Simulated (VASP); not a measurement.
Wanted: the native input for a VASP 6.6.1 run.

```yaml
Task: single point
Functional: PBE
Potentials_or_basis: VASP PAW PBE potentials, release 64 (Al, Fe)
Cutoff: 520 eV
k_mesh: 10 × 10 × 10
Occupations: fermi-dirac, width 0.025 eV
Spin: collinear spin, typed start
Starting_moments: "[0.0, 0.8] μB"
Dipole_correction: no
Further_INCAR_settings: ALGO = Normal; EDIFF = 1e-06; NBANDS = 16
```

The structure of AlFe lies in POSCAR:

```
AlFe
1.0
    2.9102959362     -0.0292479683     -0.0292479683
   -0.0292479683      2.9102959362     -0.0292479683
   -0.0292479683     -0.0292479683      2.9102959362
Al Fe
1 1
Direct
    0.0000000000      0.0000000000      0.0000000000
    0.5000000000      0.5000000000      0.5000000000
```

The cell isn't the ideal one: stretched by -2 % along [0.577, 0.577, 0.577] at fixed volume; anisotropy by the force theorem, PAW files.

The input as run:

INCAR

```
SYSTEM = AlFe
  PREC = Accurate
  ENCUT = 520
  EDIFF = 1E-6
  ISMEAR = -1
  SIGMA = 0.025
  LREAL = .False.
  LASPH = .True.
  NELM = 150
  ALGO = Normal
  ISIF = 2
  LWAVE = .False.
  LCHARG = .False.
  ISPIN = 2
  MAGMOM = 0 0.8
  LORBIT = 11
  LMAXMIX = 4
  GGA = PE
  NBANDS = 16
```

KPOINTS

```
Automatic mesh
0
Gamma
  10 10 10
  0 0 0
```

Potentials or basis: VASP PAW PBE potentials, release 64 (Al, Fe).

The run is started by

```sh
$ cat potpaw_PBE.64/Al/POTCAR potpaw_PBE.64/Fe/POTCAR > POTCAR
$ mpirun -np 1 vasp_std > vasp.out
```

It gave:

```
Pressure                                              : -5.7 GPa
Band gap on the k mesh                                : none (metal or under the smearing width)
Net moment                                            : 0.76 μB per cell
Site moments                                          : Al -0.03; Fe +0.81 μB
Valence electrons inside the program's atomic spheres : Al 0.82; Fe 7.34
```

Run time: 41 s on 1 thread of Intel(R) Xeon(R) Platinum 8488C (Sapphire Rapids) (shared host), peak memory 0.19 GiB.
